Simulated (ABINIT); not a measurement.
KZnF3: one-shot levels of the hybrid HSE03 with PBE

KZnF3:

```
Zn K F
1.0
     4.05000    0.00000    0.00000
     0.00000    4.05000    0.00000
     0.00000    0.00000    4.05000
Zn K F
1 1 3
Direct
  0.50000 0.50000 0.50000
  0.00000 0.00000 0.00000
  0.50000 0.00000 0.50000
  0.00000 0.50000 0.50000
  0.50000 0.50000 0.00000
```

```
Program             : ABINIT 10.8.3 (patched build)
Task                : one-shot levels of the hybrid HSE03
Functional          : PBE
Potentials or basis : PseudoDojo NC SR PBE v0.4.1 standard
Cutoff              : 1143 eV
k mesh              : 4 × 4 × 4
Occupations         : fixed
Spin                : no spin polarisation
Bands in the sums   : 33
One-shot functional : HSE03
```

```
Band gap on the k mesh                 : 3.99 eV, indirect (least direct gap 5.71 eV)
Band gap of the one-shot hybrid        : 6.30 eV
Direct band gap of the one-shot hybrid : 7.99 eV
```

Run time: 9 min on 1 thread of Arm Neoverse V1 (shared host), peak memory 0.79 GiB.

Caveat: Libxc's HSE differs a little from that of other programs; this build's HSE levels may be imprecise. A k mesh can miss the band edges.
